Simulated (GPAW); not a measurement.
Crystal: MgSi.

```
Si Mg
1.0
     2.90839    0.00000    0.00000
     0.00000    2.90839    0.00000
     0.00000    0.00000    4.10343
Si Mg
1 1
Cartesian
  1.4542 1.4542 2.0517
  0.0000 0.0000 0.0000
```

The cell comes from a database or a generator and needn't be the stable form of this composition.

```yaml
Program: GPAW 26.7.0
Task: relaxation of cell and atoms
Functional: PBEsol
Dispersion: D3
Potentials_or_basis: PAW data sets generated in the run's folder for this functional
Cutoff: 800 eV
Basis: pw
k_mesh: 8 × 8 × 6
Occupations: fermi-dirac, width 0.05 eV
Spin: no spin polarisation
```

At the start: pressure -3.4 GPa; volume 17.35 Å³/atom.

Task: Where does the relaxation end?

Result: Over 4 steps the energy falls by 12.0 meV/atom and the volume is 16.49 Å³/atom (-5.0 %); space group P4/mmm (No. 123, to 0.05 Å).

The path:
```
step  energy change (eV)  largest force (eV/Å)  pressure (GPa)  volume (Å³)
   1              0.0000                0.0000           -3.43        34.71
   2             -0.0068                0.0000           -2.95        34.43
   3             -0.0238                0.0000            0.28        32.85
   4             -0.0239                0.0000           -0.01        32.98
```

Final structure:
```
CELL_PARAMETERS angstrom
2.87545 0.00000 0.00000
0.00000 2.87545 0.00000
0.00000 0.00000 3.98864
ATOMIC_POSITIONS crystal
Si 0.50000 0.50000 0.50000
Mg 0.00000 0.00000 0.00000
```

Caveat: later steps reuse the first step's grids; pairwise dispersion overbinds metals, which lowers pressure and volume.
